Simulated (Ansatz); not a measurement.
**Elastic constants of NaI: input and output**

The calculation used DFT PBEsol, scalar-relativistic, plane waves, PAW (Ansatz).

Launched with:
```bash
ansatz run input.yaml --threads 1 --pin off --max-ram 4096MiB --backend cpu --events-out ev --progress --plain --runs-dir out
```

Input (bare energies are in eV):
```yaml
crystal:
  lattice:
    - [0.0, 3.2017215208, 3.2017215208]
    - [3.2017215208, 0.0, 3.2017215208]
    - [3.2017215208, 3.2017215208, 0.0]
  atoms:
    - { symbol: Na, position: [0.0, 0.0, 0.0] }
    - { symbol: I, position: [0.5, 0.5, 0.5] }
basis:
  ecutwfc: 420
kpoints:
  mp_grid: { grid: [6, 6, 6] }
hamiltonian:
  xc: pbesol
scf:
  occupations: { method: fixed }
output:
  forces: true
  stress: true
  eigenvalues: true
elastic:
  mode: relaxed_ion
  stencil: two_point
```

From the output:
```
--- Elastic constants: 2 strain directions × 2 members + reference (group order 48) ---
  dense FFT box of the reference and of every strained cell: 32×32×32
  strains applied: 11, 23; error gains: componentwise 1.00 (the most a stress slope's error grows in a printed constant), spectral 1.73 (1 for all six strains in a standard setting)
  C = ∂σ_k/∂η_j (tension-positive GPa; Voigt order 11 22 33 23 13 12):
        35.903      7.586      7.586      0.000      0.000      0.000
         7.586     35.903      7.586      0.000     -0.000     -0.000
         7.586      7.586     35.903      0.000      0.000      0.000
        -0.000      0.000      0.000      6.789      0.000     -0.000
        -0.000      0.000     -0.000     -0.000      6.789      0.000
         0.000     -0.000      0.000     -0.000     -0.000      6.789
  reference stress σ⁰ (GPa):      0.000      0.000      0.000     -0.000      0.000      0.000
  C* (energy form; C + prestress term) asymmetry max|C*_kj − C*_jk| = 1.776e-15 GPa — a small one proves nothing (zero by symmetry where the batch's group is 432, −43m or m−3m); a large one is finite-difference/SCF noise where every solve ...
  moduli (Voigt/Reuss/Hill, GPa): K = 17.02/17.02/17.02   G = 9.74/8.57/9.16   E = 23.29   ν = 0.272
  mechanically stable: yes (min eigenvalue of sym C = 6.79 GPa)
  strain η (Voigt 11):  stress-route row diagonal C_11 = 35.90 GPa, energy-path curvature d²(F+E_count+ΔE)/dδ²/Ω₀ = 36.00 GPa
         δ    σ_11 (GPa) F (eV) n_scf n_hpsi n_pw
    -2.000e-3      -0.0728       -8910.6815469       7    9119   1303   relax 0 steps, max|allowed force component| 1.97e-31 eV/Å
     2.000e-3       0.0708       -8910.6815433       6    7680   1307   relax 0 steps, max|allowed force component| 3.33e-30 eV/Å
  strain η (Voigt 23):  stress-route row diagonal C_44 = 6.79 GPa, energy-path curvature d²(F+E_count+ΔE)/dδ²/Ω₀ = 6.83 GPa
         δ    σ_23 (GPa) F (eV) n_scf n_hpsi n_pw
    -2.000e-3      -0.0136       -8910.6815685       7   14991   1303   relax 0 steps, max|allowed force component| 6.41e-30 eV/Å
     2.000e-3       0.0136       -8910.6815685       5   11302   1303   relax 0 steps, max|allowed force component| 5.05e-29 eV/Å
```

Time: 11 s on 1 thread of Arm Neoverse V1 (shared host), peak memory 0.35 GiB.